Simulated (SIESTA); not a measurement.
Crystal: NiO.

```
Ni O
1.0
     0.00000    2.08590    2.08590
     2.08590    0.00000    2.08590
     2.08590    2.08590    0.00000
Ni O
1 1
Direct
  0.00000 0.00000 0.00000
  0.50000 0.50000 0.50000
```

Program: SIESTA 5.4.2. Alike in all runs: spin collinear, ferromagnetic start; cell as given; k mesh 8 × 8 × 8; smearing fermi-dirac 0.05 eV; grid cutoff 800 Ry; energy shift 0.003 Ry.

Q: Order these runs on this cell by their pressure, lowest first.
A. level LDA; potentials or basis PseudoDojo 0.4 standard (LDA files), DZP (energy shift 0.003 Ry; two zetas on semicore shells)
B. level PBEsol; potentials or basis PseudoDojo 0.4 standard (PBEsol files), TZP (energy shift 0.003 Ry; two zetas on semicore shells)
C. level PBE; potentials or basis PseudoDojo 0.4 standard (PBE files), DZP (energy shift 0.003 Ry; two zetas on semicore shells)

A: A (-18.0 GPa), B (-9.8 GPa), C (7.1 GPa).

Caveats: short orbitals over semicore shells can move pressures by several GPa; the basis of atomic orbitals isn't converged, which shifts pressures, moduli and gaps; a cell with one magnetic atom can't hold antiferromagnetic order, which such compounds often take; so large a pressure means that the cell lies far from this level's equilibrium, or that cutoff or potentials fall short (some runs).
